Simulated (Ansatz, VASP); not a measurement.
One calculation of AlPt, two programs

Contents of INCAR:

```
SYSTEM = AlPt
PREC = Accurate
ENCUT = 520
EDIFF = 1E-7
ISMEAR = -1
SIGMA = 0.05
LREAL = .False.
LASPH = .True.
NELM = 100
ALGO = Normal
ISIF = 2
LWAVE = .False.
LCHARG = .False.
GGA = PS
NBANDS = 14
```

Contents of KPOINTS:

```
Automatic mesh
0
Gamma
  9 9 9
  0 0 0
```

POSCAR

```
AlPt
1.0
    3.0915460000      0.0000000000      0.0000000000
    0.0000000000      3.0915460000      0.0000000000
    0.0000000000      0.0000000000      3.0915460000
Pt Al
1 1
Direct
    0.5000000000      0.5000000000      0.5000000000
    0.0000000000      0.0000000000      0.0000000000
```

input.yaml

```yaml
crystal:
  lattice:
    - [3.091546, 0.0, 0.0]
    - [0.0, 3.091546, 0.0]
    - [0.0, 0.0, 3.091546]
  atoms:
    - { symbol: Pt, position: [0.5, 0.5, 0.5] }
    - { symbol: Al, position: [0.0, 0.0, 0.0] }
hamiltonian:
  xc: pbesol
  pseudopotentials: { kind: paw }
kpoints:
  mp_grid: { grid: [9, 9, 9] }
scf:
  occupations: { method: fermi_dirac, width: 0.05 }
output:
  forces: true
  stress: true
  eigenvalues: true
  write_density: true
  write_potential: true
  elf: true
  volumetric_format: npy
```

Measurements of this composition are mostly on another form, of space group No. 198.

Alike in both runs: task single point; functional PBEsol; k mesh 9 × 9 × 9; occupations fermi-dirac, width 0.05 eV; no spin polarisation.

```csv
,VASP,Ansatz
version,VASP 6.6.1,Ansatz 0.2.0
potentials or method,"VASP PAW PBE potentials, release 64 (Pt, Al)",Ansatz PAW
plane-wave cutoff (eV),520,420
valence electrons in the cell,13,21
```

```tsv
	VASP	Ansatz	Ansatz less VASP
gap on the k mesh at the Fermi level (eV)	none	none	-
pressure (GPa)	-5.8	-5.8	+0.09
```

A gap of «none» marks a metal or a gap that the smearing closes. With one functional, cell and mesh, what is left measures potentials, basis and numerics. The two sets of potentials don't hold the same shells in valence.

Caveats: the PAW data sets were made with another functional, which shifts forces and pressure a little (VASP); the PAW data sets come from PBE, with cores solved anew for the run's functional, which leaves a small shift of forces and pressure (Ansatz). Spin-orbit coupling is left out, which matters for the levels of Pt.
